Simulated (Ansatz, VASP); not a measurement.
**Rb in VASP and in Ansatz**

```xyz
1
Lattice="-2.5815 2.5815 2.8060 2.5815 -2.5815 2.8060 2.5815 2.5815 -2.8060" Properties=species:S:1:pos:R:3 pbc="T T T"
Rb    0.0000    0.0000    0.0000
```

Change from the starting cell: strain -0.080 along x and y, +0.000 along z, atoms carried along.

Alike in both runs: task single point; functional PBEsol; k mesh 12 × 12 × 12; occupations gaussian, width 0.15 eV; no spin polarisation.

|  | VASP | Ansatz |
| --- | --- | --- |
| version | VASP 6.6.1 | Ansatz 0.2.0 |
| potentials or method | VASP PAW PBE potentials, release 64 (Rb_sv) | scalar-relativistic, plane waves, PAW |
| plane-wave cutoff (eV) | 520 | 420 |
| valence electrons in the cell | 9 | 9 |

```csv
,VASP,Ansatz,Ansatz less VASP
gap on the k mesh at the Fermi level (eV),none,none,-
pressure (GPa),0.6,0.6,0.00
```

A gap of «none» marks a metal or a gap that the smearing closes. The functional is the same, so the differences come from potentials, cutoffs and numerics.

Caveats: the PAW data sets were made with another functional, which shifts forces and pressure a little (VASP).
